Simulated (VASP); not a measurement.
# CdO: single point with PBE

Crystal: CdO.

```
Cd O
1.0
     0.00000    2.45879    2.45879
     2.45879    0.00000    2.45879
     2.45879    2.45879    0.00000
Cd O
1 1
Direct
  0.00000 0.00000 0.00000
  0.50000 0.50000 0.50000
```

The cell isn't the ideal one: a relaxed cell with its volume scaled by 1.09.

- Program: VASP 6.6.1
- Task: single point
- Functional: PBE
- Potentials or basis: VASP PAW PBE potentials, release 64 (Cd, O_h)
- Cutoff: 900 eV
- k mesh: 12 × 12 × 12
- Occupations: gaussian, width 0.02 eV
- Spin: no spin polarisation

```
Pressure               : -8.9 GPa
Band gap on the k mesh : none (metal or under the smearing width)
```

Levels at points of the mesh, in eV from the Fermi level:
```csv
k point,band 5,band 6,band 7,band 8,band 9,band 10,band 11,band 12,band 13,band 14
"(0.00, 0.00, 0.00)",-6.33,-6.33,-0.90,-0.90,-0.90,-0.69,14.71,16.08,16.08,16.08
"(0.50, 0.00, 0.00)",-6.16,-6.16,-3.49,-0.02,-0.02,4.33,6.35,11.22,11.22,16.37
"(0.50, 0.50, 0.00)",-6.07,-5.90,-3.45,-1.73,-1.73,3.29,7.95,10.71,12.19,12.19
```

Run time: 34 s on 1 thread of Intel(R) Xeon(R) 6975P-C (Granite Rapids), with other jobs on the host, peak memory 0.24 GiB.

Caveat: the cutoff is under 1.25 times the usual one of these potentials, so pressure, stress and relaxed cells hold a basis-set (Pulay) error.
